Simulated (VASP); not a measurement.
Runs of VASP 6.6.1 on MoSe2. Symmetry: P6_3/mmc, No. 194, hexagonal system. The conventional cell has a = 3.272 Å, b = 3.272 Å, c = 13.164 Å, α = 90.00°, β = 90.00°, γ = 120.00°. Mo (site symmetry -6m2) has 6 Se at 2.52 Å as nearest neighbours. Se (site symmetry 3m) is surrounded by 3 Mo at 2.52 Å. 

```tsv
task	cell	gap on the mesh (eV)	pressure (GPa)
relaxation of cell and atoms	relaxed	0.99	0.0
relaxation of shape and atoms at fixed volume	atoms relaxed at fixed volume from: a relaxed cell with its volume scaled by 0.94	0.76	2.5
relaxation of shape and atoms at fixed volume	atoms relaxed at fixed volume from: a relaxed cell with its volume scaled by 0.96	(a)	1.4
relaxation of shape and atoms at fixed volume	atoms relaxed at fixed volume from: a relaxed cell with its volume scaled by 0.98	0.91	0.6
relaxation of shape and atoms at fixed volume	atoms relaxed at fixed volume	0.99	0.0
```

Alike in all rows: level PBEsol; potentials or basis VASP PAW PBE potentials, release 64 (Mo_sv, Se); no spin polarisation; k mesh 9 × 9 × 2; cutoff (eV) 600; smearing gaussian 0.03 eV.

Fill in the values left out.

(a) 0.83.

Caveats: the PAW data sets were made with another functional, which shifts forces and pressure a little; an odd mesh through Γ misses points on the zone boundary, where band edges often lie; this functional lacks dispersion, which binds the layers, so the pressure and a relaxed spacing across them are unreliable; the relaxation stopped at its first step, so nothing moved (some runs).

A k mesh can miss the band edges, and the runs leave out spin-orbit coupling on Mo, Se.
